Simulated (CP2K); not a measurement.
Runs of CP2K 2026.2 on InAs. Symmetry: F-43m, No. 216, cubic system. Conventional cell: a = 6.036 Å, b = 6.036 Å, c = 6.036 Å, α = 90.00°, β = 90.00°, γ = 90.00°. In (site symmetry -43m) has 4 As at 2.61 Å as nearest neighbours. As (site symmetry -43m) has 4 In at 2.61 Å as nearest neighbours. 

```tsv
task	level	potentials or basis	smearing	EPS_DEFAULT	NGRIDS	CUTOFF of the grids	points a segment of the path (NPOINTS)	bands added on the path	gap on the mesh (eV)	pressure (GPa)	V0 of scaled cells (Å³/atom)	B0 (GPa)
equation of state	PBEsol	POTENTIAL_UZH In GTH-PBE-q13, As GTH-PBE-q5; TZVP-MOLOPT-PBE-GTH basis	fermi-dirac 0.05 eV	1.0E-10	5	450 Ry	-	-	-	-	(a)	55
band structure	LDA	GTH_POTENTIALS In GTH-PADE-q13, As GTH-PADE-q5; TZVP-MOLOPT-PBE-GTH basis	fermi-dirac 0.05 eV	1.0E-9	5	450 Ry	10	2	none	0.0	-	-
band structure	r2SCAN	POTENTIAL_UZH In GTH-SCAN-q13, As GTH-SCAN-q5; TZVP-MOLOPT-SCAN-GTH basis	fermi-dirac 0.0259 eV	1.0E-9	5	675 Ry	6	4	0.15	1.8	-	-
band structure	PBEsol	POTENTIAL_UZH In GTH-PBE-q13, As GTH-PBE-q5; TZVP-MOLOPT-PBE-GTH basis	fermi-dirac 0.05 eV	1.0E-9	5	450 Ry	6	6	none	2.8	-	-
equation of state	r2SCAN	POTENTIAL_UZH In GTH-SCAN-q13, As GTH-SCAN-q5; TZVP-MOLOPT-SCAN-GTH basis	fermi-dirac 0.05 eV	1.0E-10	4	675 Ry	-	-	-	-	28.30	(c)
band structure	r2SCAN	POTENTIAL_UZH In GTH-SCAN-q13, As GTH-SCAN-q5; TZVP-MOLOPT-SCAN-GTH basis	fermi-dirac 0.05 eV	1.0E-10	4	675 Ry	6	2	(b)	1.8	-	-
single point	PBE	POTENTIAL_UZH In GTH-PBE-q13, As GTH-PBE-q5; TZVP-MOLOPT-PBE-GTH basis	fermi-dirac 0.05 eV	1.0E-10	4	450 Ry	-	-	none	4.8	-	-
single point	PBEsol	POTENTIAL_UZH In GTH-PBE-q13, As GTH-PBE-q5; TZVP-MOLOPT-PBE-GTH basis	fermi-dirac 0.05 eV	1.0E-10	5	450 Ry	-	-	none	2.8	-	-
```

Alike in all rows: no spin polarisation; cell as given; k mesh 8 × 8 × 8.

Problem. Fill in the values left out.

Solution. (a) 28.81; (b) 0.16; (c) 57.

Caveats: the basis of atomic orbitals isn't converged, which shifts pressures, moduli and gaps; the potentials were made for another functional, which shifts forces and pressure (some runs); spin-orbit coupling is left out, which moves the levels of the heavy elements (some runs).

A k mesh can miss the band edges, and the runs leave out spin-orbit coupling on As, In.

A gap of «none» marks a metal or a gap under the smearing width.

Not every run made on this cell is shown here.
